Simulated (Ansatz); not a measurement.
# Could SiC exist in this structure?

Plane-wave DFT in Ansatz with scalar-relativistic PAW potentials. The crystal relaxes under PBE to P6_3mc with a = 3.092 Å, c = 5.074 Å, 10.50 Å³/atom. No spin polarisation.

```yaml
crystal:
  lattice:
    - [3.09177, 0.00000, 0.00000]
    - [-1.54588, 2.67755, 0.00000]
    - [0.00000, 0.00000, 5.07402]
  atoms:
    - { symbol: Si, position: [0.33333, 0.66667, 0.00456] }
    - { symbol: Si, position: [0.66667, 0.33333, 0.50456] }
    - { symbol: C, position: [0.33333, 0.66667, 0.38044] }
    - { symbol: C, position: [0.66667, 0.33333, 0.88044] }
```

Problem. Test it against the elements, against displacements at the zone centre and against strain.

Solution.
- Energy over the elements: -0.200 eV/atom (PBE, standard states in the same functional, gases uncorrected)
- Optical modes at Γ: all 9 real, 257 to 815 cm⁻¹ (PBE, without the LO-TO term)
- Least eigenvalue of the elastic tensor: 151 GPa (PBE)

It passes all three tests. So it is a local minimum against everything tried and bound against the elements. Modes at other wave vectors, other structures and decomposition into other compounds weren't tested here.